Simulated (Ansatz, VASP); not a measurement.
# One calculation of Si, two programs

Contents of INCAR:

```
PREC = Accurate ; ENCUT = 520
EDIFF = 1E-7 ; ISMEAR = -1
SIGMA = 0.08 ; LREAL = F
LASPH = T ; NELM = 60
ALGO = Normal ; ISIF = 2
LWAVE = F ; LCHARG = F
GGA = PE ; NBANDS = 11
```

KPOINTS

```
Automatic mesh
0
Gamma
  11 11 11
```

The input POSCAR:

```
Si
1.0
    0.0000000000      2.7154700000      2.6883153000
    2.7154700000      0.0000000000      2.6883153000
    2.7154700000      2.7154700000      0.0000000000
Si
2
Direct
    0.5000000000      0.5000000000      0.5000000000
    0.7500000000      0.7500000000      0.7500000000
```

Input for Ansatz:

```yaml
crystal:
  lattice:
    - [0.0, 2.71547, 2.6883153]
    - [2.71547, 0.0, 2.6883153]
    - [2.71547, 2.71547, 0.0]
  atoms:
    - { symbol: Si, position: [0.5, 0.5, 0.5] }
    - { symbol: Si, position: [0.75, 0.75, 0.75] }
kpoints:
  mp_grid: { grid: [11, 11, 11] }
  band_path:
    path:
      - [0.0, 0.0, 0.0]
      - [0.0, 0.5, 0.5]
      - [0.25, 0.75, 0.5]
      - [0.0, 0.5, 0.0]
      - [0.0, 0.0, 0.0]
      - [0.5, 0.5, 0.0]
      - [0.3775380063, 0.6224619937, 0.0]
      - [-0.3775380063, 0.3775380063, 0.0]
      - [0.0, 0.0, 0.0]
    npoints: 5
scf:
  occupations: { method: fermi_dirac, width: 0.08 }
hamiltonian:
  xc: pbe
  pseudopotentials: { kind: all_electron, lapw: { basis_error: 0.00025 } }
output:
  forces: true
  stress: true
  eigenvalues: true
```

Change from the starting cell: zz strain of -1 %.

Alike in both runs: task single point; functional PBE; k mesh 11 × 11 × 11; occupations fermi-dirac, width 0.08 eV; no spin polarisation.

|  | VASP | Ansatz |
| --- | --- | --- |
| version | VASP 6.6.1 | Ansatz 0.2.0 |
| potentials or method | VASP PAW PBE potentials, release 64 (Si) | all-electron LAPW, scalar-relativistic |
| plane-wave cutoff (eV) | 520 | see its input |

VASP gave:

```
pressure (GPa)                                  : 2.9
largest component of the traceless stress (GPa) : 0.63
```

Task: Estimate Ansatz's values.

Result: Pressure (GPa): 3.0; largest component of the traceless stress (GPa): 0.63.

Ansatz ran all-electron here, so the differences hold the error of VASP's frozen core and of both bases.

Caveats: an odd mesh through Γ misses points on the zone boundary, where band edges often lie.
